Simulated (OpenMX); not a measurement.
## TiO2 in OpenMX: the effect of dispersion

The system is TiO2.

```
CELL_PARAMETERS angstrom
5.58222 0.00000 0.00000
-2.79111 4.83435 0.00000
0.00000 0.00000 6.08247
ATOMIC_POSITIONS crystal
Ti 0.46694 0.00000 0.33333
Ti 0.00000 0.46694 0.66667
Ti 0.53306 0.53306 0.00000
O 0.58107 0.85143 0.12066
O 0.72963 0.14857 0.54600
O 0.27037 0.41893 0.78733
O 0.85143 0.58107 0.87934
O 0.14857 0.72963 0.45400
O 0.41893 0.27037 0.21267
```

Measurements of this composition are mostly on another form, of space group No. 141.

Alike in all runs:

| Quantity | Value |
| --- | --- |
| Program | OpenMX 3.8.5 |
| Task | single point |
| Functional | PBE |
| Potentials or basis | OpenMX 2013 PBE set, Ti7.0-s3p2d2, O6.0-s2p2d1, grid cutoff 400 Ry |
| k mesh | 5 × 5 × 5 |
| Occupations | fermi-dirac, width 0.05 eV |
| Spin | no spin polarisation |

```csv
dispersion,pressure (GPa)
none,?
D3,-0.3
D3(BJ),-0.6
D4,3.9
```

Task: What does the run with dispersion none give?

Result: Pressure 0.8 GPa.

Caveats: the basis of atomic orbitals isn't converged, which shifts pressures, moduli and gaps.
